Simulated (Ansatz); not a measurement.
Relaxation of C$_{4}$H$_{8}$ (12 atoms, charge 0, multiplicity 1), to a largest force component of 0.015 eV/Å in at most 40 steps.

Theory: Ansatz 0.2.0, RKS r2SCAN-D4/STO-3G.

```xyz
12
Properties=species:S:1:pos:R:3:forces:R:3
C -0.067 1.848 0.585 -1.91 2.91 1.83
C 0.324 0.883 -0.191 1.64 -0.92 -1.54
C -0.494 -0.354 -0.501 4.32 -0.15 1.72
C 0.315 -1.588 0.031 -5.73 -0.80 2.15
H -1.093 1.860 1.022 0.72 -0.11 -0.16
H 0.501 2.785 0.747 0.00 -0.61 0.04
H 1.343 0.963 -0.636 -0.58 -0.39 0.02
H -1.426 -0.279 -0.056 -2.74 0.02 1.35
H -0.587 -0.422 -1.530 -0.49 -0.43 -3.20
H 1.234 -1.713 -0.394 3.52 -0.18 -1.58
H 0.355 -1.555 1.143 0.44 0.23 -0.63
H -0.326 -2.484 -0.186 0.80 0.42 -0.01
```

Q: Where does it end, and by what steps?

A: It converged. Limits of this set-up: minimal basis. After 9 steps the energy has fallen by 0.565 eV; C1 moved furthest, 0.09 Å.

| step | energy less start (eV) | largest force component (eV/Å) | accepted |
| --- | --- | --- | --- |
| 0 | 0.0000 | 5.731 | yes |
| 1 | -0.3953 | 1.984 | yes |
| 2 | -0.0041 | 6.458 | no |
| 3 | -0.5417 | 0.622 | yes |
| 4 | -0.5469 | 0.424 | yes |
| 5 | -0.5553 | 0.409 | yes |
| 6 | -0.5616 | 0.159 | yes |
| 7 | -0.5643 | 0.035 | yes |
| 8 | -0.5645 | 0.018 | yes |
| 9 | -0.5646 | 0.009 | yes |

```xyz
12
Properties=species:S:1:pos:R:3
C -0.104 1.926 0.567
C 0.342 0.910 -0.175
C -0.458 -0.357 -0.478
C 0.265 -1.634 0.039
H -1.106 1.918 1.011
H 0.508 2.813 0.763
H 1.354 0.944 -0.606
H -1.456 -0.281 -0.015
H -0.599 -0.449 -1.571
H 1.258 -1.727 -0.423
H 0.393 -1.589 1.130
H -0.320 -2.530 -0.209
```

Time of the run: 28 s on 1 thread of Arm Neoverse V1, on a shared host, peak memory 0.11 GiB.
